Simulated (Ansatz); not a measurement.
Write the native input for Ansatz 0.2.0 that does the following.

* Task: band structure
* Functional: PBEsol
* Potentials or basis: Ansatz PAW
* Cutoff: 420 eV (not typed: the program's choice for these potentials)
* k mesh: 7 × 7 × 6
* Occupations: fermi-dirac, width 0.05 eV
* Spin: spin-orbit coupling, no magnetisation
* Path: [["G", "M", "K", "G", "A", "L", "H", "A"], ["L", "M"], ["K", "H"]]
* Points for each segment of the path: 14

Crystal: ZrB2.

```
CELL_PARAMETERS angstrom
3.17000 0.00000 0.00000
-1.58500 2.74530 0.00000
0.00000 0.00000 3.53300
ATOMIC_POSITIONS crystal
Zr 0.00000 0.00000 0.00000
B 0.66667 0.33333 0.50000
B 0.33333 0.66667 0.50000
```

One way to write it, as run:

input.yaml

```yaml
crystal:
  lattice:
    - [3.17, 0.0, 0.0]
    - [-1.585, 2.74530053, 0.0]
    - [0.0, 0.0, 3.533]
  atoms:
    - { symbol: Zr, position: [0.0, 0.0, 0.0] }
    - { symbol: B, position: [0.6666666667, 0.3333333333, 0.5] }
    - { symbol: B, position: [0.3333333333, 0.6666666667, 0.5] }
hamiltonian:
  xc: pbesol
  pseudopotentials: { kind: paw_fr }
magnetization:
  noncollinear: true
  spin_orbit: true
kpoints:
  mp_grid: { grid: [7, 7, 6] }
  band_path:
    path:
      - [[0.0, 0.0, 0.0], [0.5, 0.0, 0.0], [0.3333333333, 0.3333333333, 0.0], [0.0, 0.0, 0.0], [0.0, 0.0, 0.5], [0.5, 0.0, 0.5], [0.3333333333, 0.3333333333, 0.5], [0.0, 0.0, 0.5]]
      - [[0.5, 0.0, 0.5], [0.5, 0.0, 0.0]]
      - [[0.3333333333, 0.3333333333, 0.0], [0.3333333333, 0.3333333333, 0.5]]
    npoints: 14
scf:
  occupations: { method: fermi_dirac, width: 0.05 }
  n_extra_bands: 7
output:
  forces: true
  stress: true
  eigenvalues: true
  fatbands: true
```

Potentials or basis: Ansatz PAW.

Command:

```console
$ ansatz run input.yaml --threads 2 --pin off --max-ram 5632MiB --backend cpu --events-out ev --progress --plain --runs-dir out
```

It gave:

```json
{
 "Pressure": "-4.1 GPa",
 "Band gap on the k mesh": "none (metal or under the smearing width)"
}
```

Caveat: the PAW data sets come from PBE, with cores solved anew for the run's functional, which leaves a small shift of forces and pressure.

It took 12 s on 2 threads of Intel(R) Xeon(R) Processor @ 2.70GHz (shared host), peak memory 0.45 GiB.
